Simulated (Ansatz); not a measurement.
## TiAl: equation of state with PBEsol

TiAl:

```
Ti Al
1.0
     3.17906    0.00000    0.00000
     0.00000    3.17906    0.00000
     0.00000    0.00000    3.17906
Ti Al
1 1
Cartesian
  0.0000 0.0000 0.0000
  1.5895 1.5895 1.5895
```

The cell comes from a database or a generator and needn't be the stable form of this composition.

| Quantity | Value |
| --- | --- |
| Program | Ansatz 0.2.0 |
| Task | equation of state |
| Functional | PBEsol |
| Potentials or basis | all-electron LAPW, scalar-relativistic |
| Basis error allowed | 0.0005 eV/atom |
| k mesh | 8 × 8 × 8 |
| Occupations | fermi-dirac, width 0.05 eV |
| Spin | no spin polarisation |

```yaml
Equilibrium_volume: 15.73 Å³/atom
Bulk_modulus: 118 GPa
Pressure_derivative_of_the_bulk_modulus: 4.0
```

Energy against volume, from the lowest point:
```tsv
volume (Å³/atom)	energy (meV/atom)
15.101	9.80
15.422	2.23
15.743	0.00
16.065	2.59
16.386	9.54
16.707	20.42
17.028	34.87
```

All runs of the series together: 34 s on 1 thread of Arm Neoverse V2, with other jobs on the host.
